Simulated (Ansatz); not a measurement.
C: an elastic constant from a strain scan

The calculation used Ansatz 0.2.0, DFT PBE, scalar-relativistic, plane waves, PAW. Settings: plane waves to 420 eV, k-mesh 12×12×12 (Γ-centred), Gaussian smearing 0.05 eV. No spin polarisation. Energies are free energies at this smearing, counted from the undisturbed cell; pressure is positive in compression.

Zero of the scan (relaxed at this level):

```yaml
crystal:
  lattice:
    - [0.00000, 1.78574, 1.78574]
    - [1.78574, 0.00000, 1.78574]
    - [1.78574, 1.78574, 0.00000]
  atoms:
    - { symbol: C, position: [0.50000, 0.50000, 0.50000] }
    - { symbol: C, position: [0.75000, 0.75000, 0.75000] }
```

The cell is strained by ε times the Voigt pattern (0, 0, 1, 0, 0, 0) (xx, yy, zz, yz, xz, xy; engineering shear) with fractional coordinates fixed. The cell holds 2 atoms in V0 = 11.39 Å³. The stress column is τ = (1/V0) dE/dε, got from the stress tensor σ (compression positive) at each point as −det(1 + εP) σ : P(1 + εP)⁻¹, with P the pattern as a tensor.

| ε | ΔE (meV/atom) | τ (GPa) |
| --- | --- | --- |
| -0.0600 | 70.922 | -68.208 |
| -0.0450 | 39.386 | -50.197 |
| -0.0300 | 17.288 | -32.835 |
| -0.0150 | 4.269 | -16.116 |
| 0.0000 | 0.000 | -0.043 |
| 0.0150 | 4.120 | 15.408 |
| 0.0300 | 16.315 | 30.251 |
| 0.0450 | 36.247 | 44.477 |
| 0.0525 | 49.022 | 51.372 |
| 0.0600 | ? | ? |

Task: Which combination of elastic constants does this scan measure, and how large is it?

Result: For small ε, τ = τ0 + Kε with K = pᵀCp, which for this pattern is C11 in the cubic axes. The parabola through τ at ε = -0.0150, 0 and 0.0150 has slope K = 1051 GPa at zero. The energies per cell, E = NΔE, of the same two points give K = 2[E(ε₊)/ε₊ − E(ε₋)/ε₋]/[(ε₊ − ε₋)V0] = 1049 GPa, in agreement.

Task: Predict the withheld row at ε = 0.0600 from the harmonic law, and compare.

Result: ΔE = V0(τ0 ε + Kε²/2)/N = 67.134 meV/atom and τ = 63.01 GPa. The calculation gives 63.613 meV/atom and 58.13 GPa: the energy lies 5 % below the harmonic value, as bonds soften when stretched.